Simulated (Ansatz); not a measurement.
**Ir (sc type): how the settings move a single-point run**

How sensitive is a single-point run of Ir (sc type) to its settings? A reference run comes first, then one run with altered input.

Method: reference: DFT, PBE, PAW with Ansatz's default frozen-core files, scalar-relativistic, in Ansatz 0.2.0.

1 further run of the same task is left out (it didn't finish).

## (1) The starting structure

It takes space group Pm-3m (No. 221, cubic). The conventional cell has a = 1.894 Å, b = 1.894 Å, c = 1.894 Å, α = 90.00°, β = 90.00°, γ = 90.00°. Ir (site symmetry m-3m) has 6 Ir at 1.89 Å as nearest neighbours.

Structure file:

```cif
data_structure
_symmetry_space_group_name_H-M 'Pm-3m'
_symmetry_Int_Tables_number 221
_cell_length_a 1.8943
_cell_length_b 1.8943
_cell_length_c 1.8943
_cell_angle_alpha 90.000
_cell_angle_beta 90.000
_cell_angle_gamma 90.000
_cell_volume 6.80
loop_
_atom_site_label
_atom_site_type_symbol
_atom_site_symmetry_multiplicity
_atom_site_Wyckoff_symbol
_atom_site_fract_x
_atom_site_fract_y
_atom_site_fract_z
_atom_site_occupancy
Ir1 Ir 1 a 0.00000 0.00000 0.00000 1
```

## (2) The reference run

File input.yaml:

```yaml
crystal:
  lattice:
    - [1.8942629581, 0.0, 0.0]
    - [0.0, 1.8942629581, 0.0]
    - [0.0, 0.0, 1.8942629581]
  atoms:
    - { symbol: Ir, position: [0.0, 0.0, 0.0] }
kpoints:
  mp_grid: { grid: [17, 17, 17] }
scf:
  occupations: { method: fermi_dirac, width: 0.08 }
hamiltonian:
  xc: pbe
  pseudopotentials: { kind: paw }
output:
  forces: true
  stress: true
  eigenvalues: true
basis:
  ecutwfc: 800
```

The run is started by

```
$ ansatz run input.yaml --threads 1 --pin off --max-ram 2048MiB --backend cpu --events-out ev --progress --plain --runs-dir out
```

## (3) Changing settings: symmetry.detect false, mp_grid.shift [0.5, 0.5, 0.5], occupations.width 0.025

File input.yaml:

```yaml
crystal:
  lattice:
    - [1.8942629581, 0.0, 0.0]
    - [0.0, 1.8942629581, 0.0]
    - [0.0, 0.0, 1.8942629581]
  atoms:
    - { symbol: Ir, position: [0.0, 0.0, 0.0] }
  symmetry: { detect: false }
kpoints:
  mp_grid: { grid: [17, 17, 17], shift: [0.5, 0.5, 0.5] }
scf:
  occupations: { method: fermi_dirac, width: 0.025 }
hamiltonian:
  xc: pbe
  pseudopotentials: { kind: paw }
output:
  forces: true
  stress: true
  eigenvalues: true
  write_density: true
  write_potential: true
  elf: true
  volumetric_format: npy
basis:
  ecutwfc: 800
```

Q: Predict the outcome of this session. Wanted: for each run, ending; energy change; pressure; gap; force.

The runs gave:

| run | ending | energy change | pressure (GPa) | gap (eV) | force (eV/Å) | cycles | time |
| --- | --- | --- | --- | --- | --- | --- | --- |
| reference | converged | 0 | 1915.2 | 0.00 | 0.00 | 6 | 2.6 s |
| 1: symmetry.detect false, mp_grid.shift [0.5, 0.5, 0.5], occupations.width 0.025 | converged | -25.7 meV/atom (σ→0) | 1917.0 | 0.00 | 0.00 | 6 | 83 s |

Times don't compare one to one where runs were asked for different outputs or read a saved state (see the inputs); cycles may leave out searches for a lower state.

Residual by cycle in the longest SCF loop of each run; runs are numbered as in the table. The quantity is the density residual dr2, in eV.

```
cycle  reference    run 1
    1       3.59     3.52
    2      0.404    0.429
    3      0.011  0.00944
    4     3.3e-5   4.1e-5
    5     1.1e-6   1.4e-6
    6     1.6e-9   5.1e-9
```

Changing the use of symmetry, k-point mesh and smearing moves the energy by -25.7 meV/atom (σ→0 values), and the pressure goes from 1915.2 to 1917.0 GPa. More than one kind of setting changed, and this run alone doesn't tell their shares apart. The structure is not at rest: the sound run finds 1915 GPa, so these are no properties of the relaxed crystal. 
